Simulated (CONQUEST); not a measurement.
## CdSe (Cadmoselite): density of states with BLYP

Crystal: CdSe (Cadmoselite).

```
CELL_PARAMETERS angstrom
4.30000 0.00000 0.00000
0.00000 7.02000 0.00000
0.00000 0.00000 7.44782
ATOMIC_POSITIONS crystal
Cd 0.00000 0.50000 0.33333
Cd 0.50000 0.50000 0.83333
Cd 0.00000 0.00000 0.66667
Cd 0.50000 0.00000 0.16667
Se 0.00000 0.88500 0.33333
Se 0.50000 0.88500 0.83333
Se 0.00000 0.38500 0.66667
Se 0.50000 0.38500 0.16667
```

```json
{"Program": "CONQUEST 1.3", "Task": "density of states", "Functional": "BLYP", "Potentials or basis": "PseudoDojo NC PBE, DZP, grid cutoff 100 Ha", "k mesh": "5 × 3 × 3", "Occupations": "fermi-dirac, width 0.027 eV", "Spin": "no spin polarisation", "Solver": "diagonalisation", "SCF tolerance": "1e-06"}
```

```
Band gap on the k mesh : 0.81 eV
Mulliken charges       : Cd +0.45; Se -0.45 e
```

States per cell in windows of 0.5 eV (zero at the valence-band top; states under -8 eV left out):
| from (eV) | total | Cd_d | Se_p | Cd_p | Cd_s | Se_d | Se_s |
| --- | --- | --- | --- | --- | --- | --- | --- |
| -8.0 | 29.18 | 28.37 | 0.49 | 0.03 | 0.06 | 0.12 | 0.10 |
| -7.5 | 4.52 | 4.13 | 0.03 | 0.03 | 0.02 | 0.01 | 0.29 |
| -7.0 | 0.00 | 0.00 | 0.00 | 0.00 | 0.00 | 0.00 | 0.00 |
| -6.5 | 0.00 | 0.00 | 0.00 | 0.00 | 0.00 | 0.00 | 0.00 |
| -6.0 | 0.00 | 0.00 | 0.00 | 0.00 | 0.00 | 0.00 | 0.00 |
| -5.5 | 0.00 | 0.00 | 0.00 | 0.00 | 0.00 | 0.00 | 0.00 |
| -5.0 | 0.00 | 0.00 | 0.00 | 0.00 | 0.00 | 0.00 | 0.00 |
| -4.5 | 2.46 | 0.05 | 1.42 | 0.09 | 0.84 | 0.04 | 0.01 |
| -4.0 | 2.69 | 0.08 | 1.52 | 0.08 | 0.93 | 0.05 | 0.03 |
| -3.5 | 1.61 | 0.08 | 0.90 | 0.08 | 0.49 | 0.01 | 0.04 |
| -3.0 | 1.44 | 0.05 | 0.97 | 0.24 | 0.15 | 0.01 | 0.02 |
| -2.5 | 2.33 | 0.09 | 1.62 | 0.37 | 0.20 | 0.02 | 0.02 |
| -2.0 | 3.80 | 0.14 | 2.87 | 0.64 | 0.11 | 0.04 | 0.01 |
| -1.5 | 3.93 | 0.18 | 3.10 | 0.55 | 0.06 | 0.04 | 0.01 |
| -1.0 | 4.39 | 0.21 | 3.67 | 0.47 | 0.01 | 0.03 | 0.00 |
| -0.5 | 1.32 | 0.08 | 1.16 | 0.08 | 0.00 | 0.01 | 0.00 |
| 0.0 | 0.04 | 0.00 | 0.03 | 0.00 | 0.00 | 0.00 | 0.00 |
| 0.5 | 0.04 | 0.00 | 0.00 | 0.00 | 0.04 | 0.00 | 0.00 |
| 1.0 | 0.00 | 0.00 | 0.00 | 0.00 | 0.00 | 0.00 | 0.00 |
| 1.5 | 0.00 | 0.00 | 0.00 | 0.00 | 0.00 | 0.00 | 0.00 |
| 2.0 | 0.39 | 0.00 | 0.09 | 0.04 | 0.24 | 0.02 | 0.00 |
| 2.5 | 0.49 | 0.00 | 0.14 | 0.04 | 0.28 | 0.01 | 0.00 |
| 3.0 | 2.01 | 0.03 | 0.45 | 0.38 | 0.95 | 0.21 | 0.01 |
| 3.5 | 2.87 | 0.06 | 0.69 | 0.52 | 1.23 | 0.39 | 0.01 |
| 4.0 | 1.72 | 0.04 | 0.51 | 0.22 | 0.72 | 0.24 | 0.01 |
| 4.5 | 0.46 | 0.00 | 0.17 | 0.02 | 0.21 | 0.06 | 0.00 |
| 5.0 | 1.00 | 0.10 | 0.10 | 0.47 | 0.04 | 0.29 | 0.00 |
| 5.5 | 4.48 | 0.34 | 0.55 | 2.18 | 0.24 | 1.20 | 0.01 |
| 6.0 | 1.79 | 0.11 | 0.18 | 0.94 | 0.06 | 0.51 | 0.01 |
| 6.5 | 2.92 | 0.16 | 0.28 | 1.53 | 0.09 | 0.87 | 0.01 |
| 7.0 | 2.80 | 0.22 | 0.26 | 1.44 | 0.03 | 0.86 | 0.01 |
| 7.5 | 2.52 | 0.17 | 0.29 | 1.31 | 0.04 | 0.72 | 0.01 |

Wall time 39 s on 1 thread of Intel(R) Xeon(R) Platinum 8259CL CPU @ 2.50GHz (Skylake/Cascade Lake), with other jobs on the host, peak memory 0.68 GiB.

The gap isn't set beside the measured one, since this odd mesh misses points on the zone boundary.

Caveat: Mulliken charges move with the basis; an odd mesh through Γ misses points on the zone boundary, where band edges often lie; the basis of atomic orbitals isn't converged, which shifts pressures, moduli and gaps.
